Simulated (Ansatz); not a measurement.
# VO2: the cost of one run

Computed with Ansatz 0.2.0 (DFT r2SCAN, scalar-relativistic, plane waves, PAW, unless a step's input says otherwise).

## 1. Starting point

It takes space group P4_2/mnm (No. 136, tetragonal). The conventional cell has a = 4.507 Å, b = 4.507 Å, c = 3.044 Å, α = 90.00°, β = 90.00°, γ = 90.00°. Around V (site symmetry mmm) lie 6 O at 1.91 to 1.99 Å. O (site symmetry m2m) is surrounded by 3 V at 1.91 to 1.99 Å.

Coordinates:

```cif
data_structure
_symmetry_space_group_name_H-M 'P 1'
_symmetry_Int_Tables_number 1
_cell_length_a 4.5072
_cell_length_b 4.5072
_cell_length_c 3.0444
_cell_angle_alpha 90.000
_cell_angle_beta 90.000
_cell_angle_gamma 90.000
_cell_volume 61.85
loop_
_atom_site_label
_atom_site_type_symbol
_atom_site_fract_x
_atom_site_fract_y
_atom_site_fract_z
_atom_site_occupancy
V1 V 0.00000 0.00000 0.00000 1
V2 V 0.50000 0.50000 0.50000 1
O1 O 0.29964 0.29964 0.00000 1
O2 O 0.70036 0.70036 0.00000 1
O3 O 0.79964 0.20036 0.50000 1
O4 O 0.20036 0.79964 0.50000 1
```

(A quick probe on a coarse mesh, which set the mesh and smearing, is not shown.)

## 3. Coarse relaxation

File input.yaml:

```yaml
crystal:
  lattice:
    - [4.5072020454, 0.0, 0.0]
    - [0.0, 4.5072020454, 0.0]
    - [0.0, 0.0, 3.04445]
  atoms:
    - { symbol: V, position: [0.0, 0.0, 0.0], spin: 0.96 }
    - { symbol: V, position: [0.5, 0.5, 0.5], spin: 0.96 }
    - { symbol: O, position: [0.299642, 0.299642, 0.0] }
    - { symbol: O, position: [0.700358, 0.700358, 0.0] }
    - { symbol: O, position: [0.799642, 0.200358, 0.5] }
    - { symbol: O, position: [0.200358, 0.799642, 0.5] }
basis:
  ecutwfc: 500
kpoints:
  mp_grid: { grid: [4, 4, 6] }
hamiltonian:
  xc: r2scan
scf:
  occupations: { method: gaussian, width: 0.1 }
  lower_state_search: "off"
output:
  forces: true
  stress: true
  eigenvalues: true
  populations: true
magnetization:
  spin_polarized: true
relax:
  adjacent_minimum: "off"
  f_tol: 0.04
  max_steps: 70
  cell: { stress_tol: 0.4 }
```

Started as:

```bash
$ ansatz run input.yaml --threads 1 --pin off --max-ram 3072MiB --backend cpu --events-out ev --progress --plain --runs-dir out
```

**Question.** How long does this run take on 1 thread of Arm Neoverse V2, shared host, and how much memory does it need?

About 7.2 min, with a peak of 0.67 GiB.
